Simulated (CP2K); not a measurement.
Runs of CP2K 2026.2 on Mg. Symmetry: P6_3/mmc, No. 194, hexagonal system. The conventional cell has a = 3.209 Å, b = 3.209 Å, c = 5.210 Å, α = 90.00°, β = 90.00°, γ = 120.00°. Around Mg (site symmetry -6m2) lie 12 Mg at 3.20 to 3.21 Å. 

```csv
task,level,potentials or basis,cell,k mesh,smearing,EPS_DEFAULT,k points reduced by the point group,NGRIDS,potentials,points a segment of the path (NPOINTS),gap on the mesh (eV),pressure (GPa),relaxed volume (Å³/atom),largest force (eV/Å)
single point,PBEsol,POTENTIAL_UZH Mg GTH-PBE-q10; TZVP-MOLOPT-PBE-GTH basis,as given,10 × 10 × 5,fermi-dirac 0.05 eV,1.0E-10,yes,5,Mg GTH-PBE-q10 of POTENTIAL_UZH,-,none,-0.1,-,-
band structure,LDA,GTH_POTENTIALS Mg GTH-PADE-q10; TZVP-MOLOPT-PBE-GTH basis,as given,10 × 10 × 5,fermi-dirac 0.05 eV,1.0E-9,yes,5,Mg GTH-PADE-q10 of GTH_POTENTIALS,8,none,(a),-,-
single point,MS2,POTENTIAL_UZH Mg GTH-PBE-q10; TZVP-MOLOPT-PBE-GTH basis,as given,10 × 10 × 5,fermi-dirac 0.05 eV,1.0E-9,yes,4,Mg GTH-PBE-q10 of POTENTIAL_UZH,-,none,0.1,-,-
single point,LDA,POTENTIAL_UZH Mg GTH-PBE-q10; TZVP-MOLOPT-PBE-GTH basis,as given,10 × 10 × 5,fermi-dirac 0.05 eV,1.0E-9,yes,4,Mg GTH-PBE-q10 of POTENTIAL_UZH,-,none,-1.3,-,-
relaxation of cell and atoms,PBE,POTENTIAL_UZH Mg GTH-PBE-q10; TZVP-MOLOPT-PBE-GTH basis,relaxed,7 × 7 × 4,fermi-dirac 0.1 eV,1.0E-9,-,5,Mg GTH-PBE-q10 of POTENTIAL_UZH,-,none,0.0,(d),-
relaxation of cell and atoms,PBEsol,POTENTIAL_UZH Mg GTH-PBE-q10; TZVP-MOLOPT-PBE-GTH basis,relaxed,7 × 7 × 4,fermi-dirac 0.05 eV,1.0E-9,-,5,Mg GTH-PBE-q10 of POTENTIAL_UZH,-,none,0.0,23.31,0.29
single point,vdW-DF-cx,POTENTIAL_UZH Mg GTH-PBE-q10; TZVP-MOLOPT-PBE-GTH basis,as given,10 × 10 × 5,fermi-dirac 0.05 eV,1.0E-9,yes,4,Mg GTH-PBE-q10 of POTENTIAL_UZH,-,none,0.8,-,0.01
single point,PBE,POTENTIAL_UZH Mg GTH-PBE-q10; TZVP-MOLOPT-PBE-GTH basis,as given,10 × 10 × 5,fermi-dirac 0.05 eV,1.0E-9,yes,4,Mg GTH-PBE-q10 of POTENTIAL_UZH,-,none,(c),-,-
relaxation of cell and atoms,PBEsol+D4,POTENTIAL_UZH Mg GTH-PBE-q10; TZVP-MOLOPT-PBE-GTH basis,relaxed,10 × 10 × 5,fermi-dirac 0.05 eV,1.0E-10,-,5,Mg GTH-PBE-q10 of POTENTIAL_UZH,-,none,0.0,23.00,0.05
band structure,PBE,POTENTIAL_UZH Mg GTH-PBE-q10; TZVP-MOLOPT-PBE-GTH basis,as given,10 × 10 × 5,fermi-dirac 0.01 eV,1.0E-10,yes,5,Mg GTH-PBE-q10 of POTENTIAL_UZH,10,none,0.6,-,-
relaxation of cell and atoms,PBE,POTENTIAL_UZH Mg GTH-PBE-q10; TZVP-MOLOPT-PBE-GTH basis,relaxed,10 × 10 × 5,fermi-dirac 0.05 eV,1.0E-10,-,4,Mg GTH-PBE-q10 of POTENTIAL_UZH,-,none,0.0,(b),0.42
```

Alike in all rows: no spin polarisation.

Q: Estimate the missing entries.

A: (a) -1.4; (b) 23.66; (c) 0.7; (d) 23.82.

Caveats: the basis of atomic orbitals isn't converged, which shifts pressures, moduli and gaps; the potentials were made for another functional, which shifts forces and pressure (some runs); the printed path begins after the first move (some runs); pairwise dispersion overbinds metals, which lowers pressure and volume (some runs).

A k mesh can miss the band edges.

A gap of «none» marks a metal or a gap under the smearing width.

Not every run made on this cell is shown here.
